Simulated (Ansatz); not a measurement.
**MgSe: modes and screening against the lattice constant**

Method: Ansatz, DFT LDA, scalar-relativistic, plane waves, PAW. Plane waves to 420 eV; Γ-centred k mesh 8×8×8; fixed occupations. No spin polarisation. Phonons by linear response, acoustic sum rule imposed.

The cell is fixed (symmetry leaves no force on the atoms) and stands under -1.9 GPa:
```
CELL_PARAMETERS angstrom
0.00000 2.72140 2.72140
2.72140 0.00000 2.72140
2.72140 2.72140 0.00000
ATOMIC_POSITIONS crystal
Mg 0.00000 0.00000 0.00000
Se 0.50000 0.50000 0.50000
```

The cell is the ideal cubic rocksalt prototype. The run warned that the force constants aren't converged on this k mesh, so the frequencies and all that is formed from them are rough.

How do the optical zone-centre modes (counted from the lowest optical one, degenerate ones once; i marks imaginary ones; without the LO field) and the screening change over a = 5.345 and 5.443 Å (k meshes 10×10×10, 8×8×8)?

Results:

```tsv
a (Å)	5.345	5.443
pressure (GPa)	1.9	-1.9
gap on the mesh (eV)	1.76	1.67
ε∞	6.69	6.74
ε0	15.5	18.9
mode 1 (cm⁻¹)	211	180
```